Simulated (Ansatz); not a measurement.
Input of an Ansatz 0.2.0 run:

input.yaml

```yaml
crystal:
  lattice:
    - [0.0, 1.78337, 1.78337]
    - [1.78337, 0.0, 1.78337]
    - [1.78337, 1.78337, 0.0]
  atoms:
    - { symbol: C, position: [0.75, 0.75, 0.75] }
    - { symbol: C, position: [0.5, 0.5, 0.5] }
hamiltonian:
  xc: rpbe
  pseudopotentials: { kind: paw }
  dispersion: d3bj
kpoints:
  mp_grid: { grid: [13, 13, 13] }
scf:
  occupations: { method: fermi_dirac, width: 0.05 }
output:
  forces: true
  stress: true
relax:
  f_tol: 0.01
  max_steps: 40
  cell: { stress_tol: 0.05 }
```

Potentials or basis: Ansatz PAW.

Run with:

```console
$ ansatz run input.yaml --threads 2 --pin off --max-ram 5632MiB --backend cpu --events-out ev --progress --plain --runs-dir out
```

**Question.** What does it give for the relaxed volume?

**Answer.** 5.53 Å³/atom.

**Question.** What does it give for the band gap on the k mesh?

**Answer.** 4.20 eV.

Final structure:
```
CELL_PARAMETERS angstrom
0.00000 1.76871 1.76871
1.76871 0.00000 1.76871
1.76871 1.76871 0.00000
ATOMIC_POSITIONS crystal
C 0.75000 0.75000 0.75000
C 0.50000 0.50000 0.50000
```

Caveat: odd divisions of the mesh miss points on the zone boundary, where band edges often lie, so the gap on the mesh can be too wide; the plane-wave basis is chosen anew once the cell has moved, so the energies of steps on either side of that aren't comparable; the pressure holds a Pulay correction of +0.9 GPa for the finite cutoff; the PAW data sets come from PBE, with cores solved anew for the run's functional, which leaves a small shift of forces and pressure.

The cell as given is a measured one (5.67 Å³/atom); RPBE+D3(BJ) puts the equilibrium volume -2.4 % from it, thermal expansion not counted.
